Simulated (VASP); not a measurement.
A run of VASP 6.6.1 is set up as follows.

INCAR

```
SYSTEM = ZnO
PREC     = Accurate       ! precision mode
ENCUT    = 520            ! plane-wave cutoff, eV
EDIFF    = 1E-6           ! SCF threshold, eV
ISMEAR   = 0              ! smearing method
SIGMA    = 0.02           ! smearing width, eV
LREAL    = .FALSE.        ! projectors in reciprocal space
LASPH    = .TRUE.         ! aspherical terms in the spheres
NELM     = 100            ! most SCF steps
ALGO     = Fast           ! electronic algorithm
ISIF     = 2              ! what is computed and relaxed
LWAVE    = .FALSE.        ! write WAVECAR
LCHARG   = .TRUE.         ! write CHGCAR
GGA      = PS             ! functional
LELF     = .TRUE.         ! ELF
LVHAR    = .TRUE.       
NBANDS   = 26             ! bands
```

Contents of KPOINTS:

```
regular mesh
0
G
  9 9 6
  0 0 0
```

Contents of POSCAR:

```
ZnO
1.0
    3.4123584129      0.0000000000      0.0000000000
   -1.7061792064      2.9551890724      0.0000000000
    0.0000000000      0.0000000000      4.4831165097
Zn O
2 2
Direct
    0.3333333333      0.6666666667      0.0000000000
    0.6666666667      0.3333333333      0.5000000000
    0.3333333333      0.6666666667      0.5000000000
    0.6666666667      0.3333333333      1.0000000000
```

Potentials or basis: VASP PAW PBE potentials, release 64 (Zn, O).

Run with:

```console
$ cat potpaw_PBE.64/Zn/POTCAR potpaw_PBE.64/O/POTCAR > POTCAR
$ mpirun -np 1 vasp_std > vasp.out
```

(1) Predict the pressure.

(2) What does it give for the band gap on the k mesh?

## Answers

(1) 1.0 GPa.

(2) 0.91 eV, indirect (least direct gap 0.95 eV).

Caveat: the PAW data sets were made with another functional, which shifts forces and pressure a little; an odd mesh through Γ misses points on the zone boundary, where band edges often lie.
